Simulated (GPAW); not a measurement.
# Te2Mo in GPAW: further runs

One slab, Te2Mo, is run at these levels: LDA; tasks: band structure, equation of state.

Program: GPAW 26.7.0. These are calculated values, not measurements. Logs are shortened: lines on timing, memory, paths and dates and some standing lists are left out, and cuts for length are marked. The log counts tension as positive stress, the text compression.

## Step 1: The structure

The cell holds a slab with vacuum, 6 atoms: a = 3.560 Å, b = 3.560 Å, c = 24.811 Å, α = 90.00°, β = 90.00°, γ = 120.00°.

## Step 2: Band structure, LDA

run.py

```python
from ase import Atoms
from ase.dft.bandgap import bandgap
from ase.io import write
from ase.units import GPa
from gpaw import GPAW, PW

atoms = Atoms(['Te', 'Te', 'Te', 'Te', 'Mo', 'Mo'],
              cell=[[3.5603917377, 0.0, 0.0],
                    [-1.7801958688, 3.0833896922, 0.0],
                    [0.0, 0.0, 24.8112624]],
              scaled_positions=[[0.3333333333, 0.6666666667, 0.22363948],
                                [0.6666666667, 0.3333333333, 0.92062886],
                                [0.6666666667, 0.3333333333, 0.77636052],
                                [0.3333333333, 0.6666666667, 0.07937114],
                                [0.6666666667, 0.3333333333, 0.15154149],
                                [0.3333333333, 0.6666666667, 0.84845851]],
              pbc=True)

calc = GPAW(mode=PW(600),
            xc='LDA',
            kpts={'size': (6, 6, 1), 'gamma': True},
            occupations={'name': 'fermi-dirac', 'width': 0.05},
            nbands=46,
            convergence={'density': 1e-05, 'energy': 1e-05},
            maxiter=150,
            txt='gpaw.txt')
atoms.calc = calc
energy = atoms.get_potential_energy()
forces = atoms.get_forces()
stress = atoms.get_stress()
calc.write('gs.gpw')
write('result.traj', atoms)
print(f'Energy: {energy:.6f} eV')
print('Forces (eV/A):')
print(forces.round(4))
print('Stress (GPa):', (stress / GPa).round(3))
print('Fermi level:', round(calc.get_fermi_level(), 4), 'eV')
print(f'Gap: {bandgap(calc)[0]:.4f} eV, direct: {bandgap(calc, direct=True)[0]:.4f} eV')

path = atoms.cell.bandpath('GMKGALHA,LM,KH', npoints=61, eps=1e-4)
bs_calc = calc.fixed_density(kpts=path, symmetry='off', nbands=86,
                             convergence={'bands': 'CBM+6.0', 'eigenstates': 1e-6}, txt='bands.txt')
bs = bs_calc.band_structure()
bs.write('bs.json')
print(f'Gap on the path: {bandgap(bs_calc)[0]:.4f} eV')
```

Potentials or basis: the program's PAW data sets (release 1.2.1) made for this functional, pw.

Command:

```sh
OMP_NUM_THREADS=1 python run.py
```

gpaw.txt:

```text
__  _  _
 | _ |_)|_||  |
 |__||  | ||/\| - 26.7.0

Input parameters:
  mode=PW(ecut=600.0),
  convergence={'density': 1e-05, 'energy': 1e-05},
  kpts=MonkhorstPack(size=(6, 6, 1), gamma=True),
  maxiter=150,
  nbands=46,
  occupations=Occupations(name='fermi-dirac', width=0.05),
  xc=XC(name='LDA')

Diagonalizing LCAO Hamiltonian
Converting LCAO to pw mode

           Te

        Mo

           Te

        Te

           Mo

        Te

Atoms  # Å, Bohr magnetons
|   | symbol |         x |        y |         z |    initial magnetic moments |
|---|--------|-----------|----------|-----------|-----------------------------|
| 0 |     Te | -0.000000 | 2.055593 |  5.548778 | ( 0.0000,  0.0000,  0.0000) |
| 1 |     Te |  1.780196 | 1.027797 | 22.841964 | ( 0.0000,  0.0000,  0.0000) |
| 2 |     Te |  1.780196 | 1.027797 | 19.262485 | ( 0.0000,  0.0000,  0.0000) |
| 3 |     Te | -0.000000 | 2.055593 |  1.969298 | ( 0.0000,  0.0000,  0.0000) |
| 4 |     Mo |  1.780196 | 1.027797 |  3.759936 | ( 0.0000,  0.0000,  0.0000) |
| 5 |     Mo | -0.000000 | 2.055593 | 21.051327 | ( 0.0000,  0.0000,  0.0000) |

Unit cell  # Å
| periodic |         x |        y |         z |   lengths |     angles |
|----------|-----------|----------|-----------|-----------|------------|
|      yes |  3.560392 | 0.000000 |  0.000000 |  3.560392 |  90.000000 |
|      yes | -1.780196 | 3.083390 |  0.000000 |  3.560392 |  90.000000 |
|      yes |  0.000000 | 0.000000 | 24.811262 | 24.811262 | 120.000000 |

Number of symmetries: 12
Symmetry operations  # r_c * U_cc + t_c -> r_c
|    | kind |            matrix            |
|----|------|------------------------------|
|  0 |  σ   |  1, 1, 0,  0,-1, 0,  0, 0, 1 |
|  1 |  S6  |  1, 1, 0, -1, 0, 0,  0, 0,-1 |
|  2 |  E   |  1, 0, 0,  0, 1, 0,  0, 0, 1 |
|  3 |  C2  |  1, 0, 0, -1,-1, 0,  0, 0,-1 |
|  4 |  C2  |  0, 1, 0,  1, 0, 0,  0, 0,-1 |
|  5 |  C3  |  0, 1, 0, -1,-1, 0,  0, 0, 1 |
|  6 |  S6  |  0,-1, 0,  1, 1, 0,  0, 0,-1 |
|  7 |  σ   |  0,-1, 0, -1, 0, 0,  0, 0, 1 |
|  8 |  σ   | -1, 0, 0,  1, 1, 0,  0, 0, 1 |
|  9 |  i   | -1, 0, 0,  0,-1, 0,  0, 0,-1 |
| 10 |  C3  | -1,-1, 0,  1, 0, 0,  0, 0, 1 |
| 11 |  C2  | -1,-1, 0,  0, 1, 0,  0, 0,-1 |

BZ-sampling:
  Number of BZ points: 36
  Number of IBZ points: 7

  Monkhorst-Pack size: [6, 6, 1]
  Monkhorst-Pack shift: [0.08333333333333333, 0.08333333333333333, 0.0]

K-points  # in reciprocal-cell coordinates
|   |                                coordinates |     weight |
|---|--------------------------------------------|------------|
| 0 | (  0.00000000,   0.00000000,   0.00000000) | 0.02777778 |
| 1 | (  0.16666667,   0.00000000,   0.00000000) | 0.16666667 |
| 2 | (  0.33333333,  -0.16666667,   0.00000000) | 0.16666667 |
| 3 | (  0.33333333,   0.00000000,   0.00000000) | 0.16666667 |
| 4 | (  0.33333333,   0.33333333,   0.00000000) | 0.05555556 |
| 5 | (  0.50000000,   0.33333333,   0.00000000) | 0.33333333 |
| 6 | (  0.50000000,   0.50000000,   0.00000000) | 0.08333333 |

Plane wave coefficients: 9183
Cutoff: 600.0 eV

Spin-components: 1 (collinear spins)
Bands:           46
Projectors:      32
Spin-degeneracy: 2
Datatype:        complex128

Parallelization:
  kpt:    1
  domain: 1
  band:   1

Density:
  Valence electrons: 52.0
  Components: 1
  Grid points: [ 21  21 144]
  Charge: 0.0  # |e|

Potential:
  Grid points: [ 21  21 144]

species:
  Te:
    name:    Tellurium
    Z:       52.0
    valence: 6
    core:    46
    charge:  0.0  # [|e|]
    compensation charges:
      type: gauss
      rc: 0.36  # [Å]
      lmax: 2
    cutoffs:
      filter: 2.09  # [Å]
      core: 3.17  # [Å]
    projectors
    | kind |    occ | energy [eV] | rcut [Å] |
    |------|--------|-------------|----------|
    |   5s |  2.000 |     -15.337 |    1.180 |
    |   5p |  4.000 |      -6.113 |    1.196 |
    |    s |        |      11.875 |    1.180 |
    |    p |        |      21.098 |    1.196 |
    |    d |        |       0.000 |    1.238 |

    Using partial waves for Te as LCAO basis

  Mo:
    name:    Molybdenum
    Z:       42.0
    valence: 14
    core:    28
    charge:  0.0  # [|e|]
    compensation charges:
      type: gauss
      rc: 0.38  # [Å]
      lmax: 2
    cutoffs:
      filter: 2.16  # [Å]
      core: 1.42  # [Å]
    projectors
    | kind |    occ | energy [eV] | rcut [Å] |
    |------|--------|-------------|----------|
    |   4s |  2.000 |     -64.384 |    1.238 |
    |   5s |  1.000 |      -4.319 |    1.238 |
    |   4p |  6.000 |     -38.595 |    1.296 |
    |   5p |  0.000 |      -1.161 |    1.296 |
    |   4d |  5.000 |      -3.933 |    1.296 |
    |    d |        |      23.278 |    1.296 |

    Using partial waves for Mo as LCAO basis

Reference energy: -958589.610648  # eV

eigensolver:
  PPCG
  Converge bands: occupied
  niter=2

density mixing:
  MSR1-Mixer
  Pratt-step length: 0.05
  Maximum mixing coefficient: 0.75
  Old densities: 10
  SVD Regularization: 0.005
  Good broyden scale: 1.0
  Trust region scale: 1.0
  Backstep threshold: 4.0
  History deletion threshold: 6.0
  Fourier metric: weight=20.0, sigma=0.015

occupation numbers:
  Fermi-Dirac:
    width: 0.0500  # eV

poisson solver:
  ecut: 4800.0  # eV

xc functional:
  name: None

convergence criteria:
- Maximum integral of absolute [dens]ity change: 1e-05 electrons / valence electron
- Maximum [total energy] change in last 3 cyles: 1e-05 eV / valence electron
- Maximum integral of absolute [eigenst]ate change: 4e-08 eV^2 / valence electron
maximum number of iterations: 150

SCF iterations
|iter     | |      energy | eigst |  dens |
|---------|-|-------------|-------|-------|
|iter:   1| |  -43.557137 | +0.42 |       |
|iter:   2| |  -43.284635 | -1.38 | -1.08 |
|iter:   3| |  -42.457465 | -1.44 | -1.11 |
|iter:   4| |  -42.153962 | -1.68 | -1.36 |
|iter:   5| |  -42.437383 | -2.06 | -1.77 |
|iter:   6| |  -42.095774 | -2.28 | -1.57 |
|iter:   7| |  -42.087914 | -3.52 | -2.10 |
|iter:   8| |  -42.087880 | -4.72 | -2.99 |
|iter:   9| |  -42.087880c| -5.53 | -3.47 |
|iter:  10| |  -42.087880c| -6.56 | -4.12 |
|iter:  11| |  -42.087880c| -7.33 | -4.94 |
|iter:  12| |  -42.087880c| -7.74c| -5.35c|

Converged in 12 steps
Energy contributions relative to reference atoms: (reference = -958589.610648)

Energy contributions:
  Kinetic:           4.647441
  Coulomb:         -14.037849
  Zero:             -0.143540
  External:          0.000000
  Xc:              -32.553927
  Entropy:          -0.000009
  Spinorbit:         0.000000
  ----------------------------
  Free energy:     -42.087885
  Extrapolated:    -42.087880

dipole moment: (-0.000102, -0.000177, -0.001424)  # |e|*Ang

Fermi level: 2.374
Eigenvalues  # (at kpt = [0.000, 0.000, 0.000])
| band index |      eig [eV] | occ [0-2] |
|------------|---------------|-----------|
|          0 |       -58.685 |     2.000 |
|        ... |               |           |
|         18 |         0.177 |     2.000 |
|         19 |         0.631 |     2.000 |
|         20 |         0.963 |     2.000 |
|         21 |         0.963 |     2.000 |
|         22 |         0.969 |     2.000 |
|         23 |         0.969 |     2.000 |
[... 8 lines left out ...]
|         32 |         5.210 |     0.000 |
|         33 |         5.210 |     0.000 |
|        ... |               |           |
|         45 |        11.189 |     0.000 |

Gap: 1.008 eV
Transition (v -> c):
  (s=0, k=4, n=25, [0.33, 0.33, 0.00]) -> (s=0, k=4, n=26, [0.33, 0.33, 0.00])
No difference between direct/indirect transitions

Forces  # eV/Ang
|        x |        y |        z |
|----------|----------|----------|
|  0.00000 | -0.00000 | -0.50724 |  # Te   0
|  0.00000 |  0.00000 | -0.40148 |  # Te   1
| -0.00000 |  0.00000 |  0.50724 |  # Te   2
|  0.00000 |  0.00000 |  0.40148 |  # Te   3
|  0.00000 |  0.00000 | -0.00703 |  # Mo   4
|  0.00000 |  0.00000 |  0.00703 |  # Mo   5

Stress tensor  # eV/Ang^3
|         x |         y |        z |
|-----------|-----------|----------|
|  0.020409 | -0.000000 | 0.000000 |
| -0.000000 |  0.020409 | 0.000000 |
|  0.000000 |  0.000000 | 0.015174 |

# Writing to gs.gpw (mode='')
```

It took 13 min on 1 thread of Arm Neoverse V1, shared host; peak memory 1.3 GiB.

What came out:

```yaml
Free_energy: -42.0879 eV
Largest_force: 0.507 eV/Å
Band_gap_on_the_k_mesh: 1.01 eV, direct
Band_gap_along_the_path: 1.01 eV, direct
```

Forces in eV/Å, atoms in the order of the input:
```
Te   0.000  0.000 -0.507
Te   0.000  0.000 -0.401
Te   0.000  0.000  0.507
Te   0.000  0.000  0.401
Mo   0.000  0.000 -0.007
Mo   0.000  0.000  0.007
```

Stress tensor (GPa, compression positive):
```
-3.27  0.00  0.00
 0.00 -3.27  0.00
 0.00  0.00 -2.43
```

Levels at the corners of the path, in eV from the valence-band top:
```csv
point,band 23,band 24,band 25,band 26,band 27,band 28,band 29,band 30
Γ,-0.91,-0.91,-0.51,-0.10,3.01,3.01,3.03,3.03
M,-0.71,-0.71,-0.40,-0.35,1.35,1.36,1.64,1.73
K,-1.65,-1.65,-0.05,0.00,1.01,1.01,1.78,2.06
Γ,-0.91,-0.91,-0.51,-0.10,3.01,3.01,3.03,3.03
A,-0.91,-0.91,-0.51,-0.10,3.01,3.01,3.03,3.03
L,-0.71,-0.71,-0.40,-0.35,1.35,1.36,1.64,1.73
H,-1.65,-1.65,-0.05,0.00,1.01,1.01,1.78,2.06
A,-0.91,-0.91,-0.51,-0.10,3.01,3.01,3.03,3.03
L,-0.71,-0.71,-0.40,-0.35,1.35,1.36,1.64,1.73
M,-0.71,-0.71,-0.40,-0.35,1.35,1.36,1.64,1.73
K,-1.65,-1.65,-0.05,0.00,1.01,1.01,1.78,2.06
H,-1.65,-1.65,-0.05,0.00,1.01,1.01,1.78,2.06
```

Caveat: spin-orbit coupling is left out, which moves the levels of the heavy elements.

## Step 3: Equation of state, LDA

run.py

```python
from ase import Atoms
from ase.eos import EquationOfState
from ase.io import Trajectory
from ase.units import GPa
from gpaw import GPAW, PW

atoms = Atoms(['Te', 'Te', 'Te', 'Te', 'Mo', 'Mo'],
              cell=[[3.5603917377, 0.0, 0.0],
                    [-1.7801958688, 3.0833896922, 0.0],
                    [0.0, 0.0, 24.8112624]],
              scaled_positions=[[0.3333333333, 0.6666666667, 0.22363948],
                                [0.6666666667, 0.3333333333, 0.92062886],
                                [0.6666666667, 0.3333333333, 0.77636052],
                                [0.3333333333, 0.6666666667, 0.07937114],
                                [0.6666666667, 0.3333333333, 0.15154149],
                                [0.3333333333, 0.6666666667, 0.84845851]],
              pbc=True)

traj = Trajectory('eos.traj', 'w')
volumes, energies = [], []
for x in [0.94, 0.96, 0.98, 1.0, 1.02, 1.04, 1.06]:
    a = atoms.copy()
    a.set_cell(atoms.cell * x**(1 / 3), scale_atoms=True)
    calc = GPAW(mode=PW(600),
                xc='LDA',
                kpts={'size': (6, 6, 1), 'gamma': True},
                occupations={'name': 'fermi-dirac', 'width': 0.05},
                nbands=46,
                convergence={'density': 1e-05, 'energy': 1e-05},
                maxiter=150,
                txt=f'eos-{x:.2f}.txt')
    a.calc = calc
    energies.append(a.get_potential_energy(force_consistent=True))
    volumes.append(a.get_volume())
    p = -a.get_stress()[:3].mean() / GPa
    calc.write(f'eos-{x:.2f}.gpw')
    traj.write(a)
    print(f'{x:.2f} {volumes[-1]:10.4f} A^3 {energies[-1]:14.6f} eV {p:9.3f} GPa', flush=True)

v0, e0, B = EquationOfState(volumes, energies, eos='birchmurnaghan').fit()
print(f'V0 = {v0:.4f} A^3, E0 = {e0:.6f} eV, B0 = {B / GPa:.2f} GPa')
```

Potentials or basis: the program's PAW data sets (release 1.2.1) made for this functional, pw.

Command:

```sh
OMP_NUM_THREADS=1 python run.py
```

It took 7.8 min on 1 thread of Arm Neoverse V1, shared host; peak memory 0.6 GiB.

It converged, with:

```
Equilibrium volume                        : 42.94 Å³/atom
Bulk modulus at fixed shape and positions : 61 GPa
Pressure derivative of the bulk modulus   : 4.6
```

Energy against volume, from the lowest point:
```
volume (Å³/atom)  energy (meV/atom)
          42.673               0.00
          43.581               1.46
          44.489               9.60
          45.397              23.68
          46.305              43.06
          47.213              67.14
          48.120              95.40
```

Caveat: the cell was scaled at fixed shape and fractional positions, which overstates the stiffness of a crystal with free parameters, most of all of layers and chains.
